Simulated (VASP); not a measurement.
Here is a VASP 6.6.1 calculation.

The input INCAR:

```
  PREC = Accurate
  ENCUT = 520
  EDIFF = 1E-6
  ISMEAR = 0
  SIGMA = 0.1
  LREAL = False
  LASPH = True
  NELM = 100
  ALGO = Normal
  ISIF = 2
  LWAVE = False
  LCHARG = True
  GGA = PE
  LELF = True
  LVHAR = True
  NBANDS = 11
```

Contents of KPOINTS:

```
regular mesh
0
Gamma
  6 6 6
```

The input POSCAR:

```
BeS
1.0
    0.0000000000      2.4351515800      2.4351515800
    2.4351515800      0.0000000000      2.4351515800
    2.4351515800      2.4351515800      0.0000000000
Be S
1 1
Direct
    0.0000000000      0.0000000000      0.0000000000
    0.7500000000      0.7500000000      0.7500000000
```

Potentials or basis: VASP PAW PBE potentials, release 64 (Be, S).

The run is started by

```sh
$ cat potpaw_PBE.64/Be/POTCAR potpaw_PBE.64/S/POTCAR > POTCAR
$ mpirun -np 1 vasp_std > vasp.out
```

Question: Predict the band gap on the k mesh.

Answer: 3.14 eV, indirect (least direct gap 5.67 eV).

Question: What does it give for the pressure?

Answer: 0.4 GPa.

A k mesh can miss the band edges. PBE gaps usually lie below the measured ones, often by a third to a half.
